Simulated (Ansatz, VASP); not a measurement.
# KI in VASP and in Ansatz

The input INCAR:

```
  PREC = Accurate
  ENCUT = 520
  EDIFF = 1E-6
  ISMEAR = 0
  SIGMA = 0.01
  LREAL = F
  LASPH = T
  NELM = 100
  ALGO = Normal
  ISIF = 2
  LWAVE = F
  LCHARG = F
  GGA = PE
  NBANDS = 15
```

The input KPOINTS:

```
regular mesh
0
Gamma
  4 4 4
```

The input POSCAR:

```
KI
1.0
    0.0000000000      3.5442850250      3.5442850250
    3.5442850250      0.0000000000      3.5442850250
    3.5442850250      3.5442850250      0.0000000000
K I
1 1
Direct
    0.0000000000      0.0000000000      0.0000000000
    0.5000000000      0.5000000000      0.5000000000
```

Input for Ansatz:

```yaml
crystal:
  lattice:
    - [0.0, 3.544285025, 3.544285025]
    - [3.544285025, 0.0, 3.544285025]
    - [3.544285025, 3.544285025, 0.0]
  atoms:
    - { symbol: K, position: [0.0, 0.0, 0.0] }
    - { symbol: I, position: [0.5, 0.5, 0.5] }
kpoints:
  mp_grid: { grid: [4, 4, 4] }
hamiltonian:
  xc: pbe
scf:
  occupations: { method: fixed }
  n_extra_bands: 4
output:
  forces: true
  stress: true
  eigenvalues: true
  write_density: true
  write_potential: true
  elf: true
  volumetric_format: npy
```

The cell was built by a generator and needn't be a form met in nature.

Alike in both runs: task single point; functional PBE; k mesh 4 × 4 × 4; no spin polarisation.

```csv
,VASP,Ansatz
version,VASP 6.6.1,Ansatz 0.2.0
potentials or method,"VASP PAW PBE potentials, release 64 (K_sv, I)","plane waves, PAW"
plane-wave cutoff (eV),520,420
occupations,"gaussian, width 0.01 eV",fixed
valence electrons in the cell,16,26
```

```csv
,VASP,Ansatz,Ansatz less VASP
gap on the k mesh at the Fermi level (eV),3.94,3.94,+0.004
pressure (GPa),0.5,0.5,-0.03
```

The two sets of potentials don't hold the same shells in valence.

Caveats: spin-orbit coupling is left out, which moves the levels of the heavy elements. A hybrid or GW would open this gap; PBE tends to underestimate it.
